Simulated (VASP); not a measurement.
Wanted: the native input for a VASP 6.6.1 run.

```yaml
Task: single point
Functional: PBE
Potentials_or_basis: VASP PAW PBE potentials, release 64 (Ga_d, Sb)
Cutoff: 520 eV
k_mesh: 2 × 2 × 2
Occupations: fermi-dirac, width 0.1 eV
Spin: no spin polarisation
Dipole_correction: no
Further_INCAR_settings: LREAL = Auto; ALGO = Fast; EDIFF = 1e-06; NBANDS = 78
```

The structure of Ga7Sb8 (a cell with a defect) lies in POSCAR:

```
Ga7Sb8
1.0
    0.0000000000      6.0915220000      6.0915220000
    6.0915220000      0.0000000000      6.0915220000
    6.0915220000      6.0915220000      0.0000000000
Ga Sb
7 8
Direct
   -0.0042761070      0.0066940577     -0.0210128109
   -0.0042770099      0.5194246200     -0.0210053415
   -0.0110066089      0.5190853780      0.4736614265
    0.1290899877     -0.0123268864      0.3963857473
    0.5023925055      0.0090882049      0.5226765987
    0.5223437591      0.4836442354      0.0111981045
    0.5023829020      0.4666711374      0.5226809490
    0.1844543121      0.1473580002      0.0216608427
    0.1221650353      0.1402470516      0.5973017909
    0.1418331084      0.6299135914      0.0991756247
    0.1221562526      0.6411142404      0.5973081112
    0.6223991311      0.1047774267      0.1408112784
    0.5695932806      0.0941268865      0.7429826240
    0.6223961762      0.6328401999      0.1408163674
    0.6139760309      0.6262883890      0.6342729288
```

One way to write it, as run:

INCAR

```
PREC     = Accurate       # precision mode
ENCUT    = 520            # plane-wave cutoff, eV
EDIFF    = 1E-6           # SCF threshold, eV
ISMEAR   = -1             # smearing method
SIGMA    = 0.1            # smearing width, eV
LREAL    = Auto         
LASPH    = True           # aspherical terms in the spheres
NELM     = 80             # most SCF steps
ALGO     = Fast           # electronic algorithm
ISIF     = 2              # what is computed and relaxed
LWAVE    = False          # write WAVECAR
LCHARG   = False          # write CHGCAR
GGA      = PE             # functional
NBANDS   = 78             # bands
```

KPOINTS

```
regular mesh
0
Gamma
  2 2 2
```

Potentials or basis: VASP PAW PBE potentials, release 64 (Ga_d, Sb).

Run with:

```console
$ cat potpaw_PBE.64/Ga_d/POTCAR potpaw_PBE.64/Sb/POTCAR > POTCAR
$ mpirun -np 1 vasp_std > vasp.out
```

It gave:

- Pressure: 1.0 GPa
- Largest force: 0.068 eV/Å
- Band gap on the k mesh: none (metal or under the smearing width)

Caveat: the k mesh is coarse (spacing up to 0.45 Å⁻¹), so the values aren't converged.

Run time: 6.7 min on 1 thread of Intel(R) Xeon(R) Platinum 8488C (Sapphire Rapids) (shared host), peak memory 0.64 GiB.
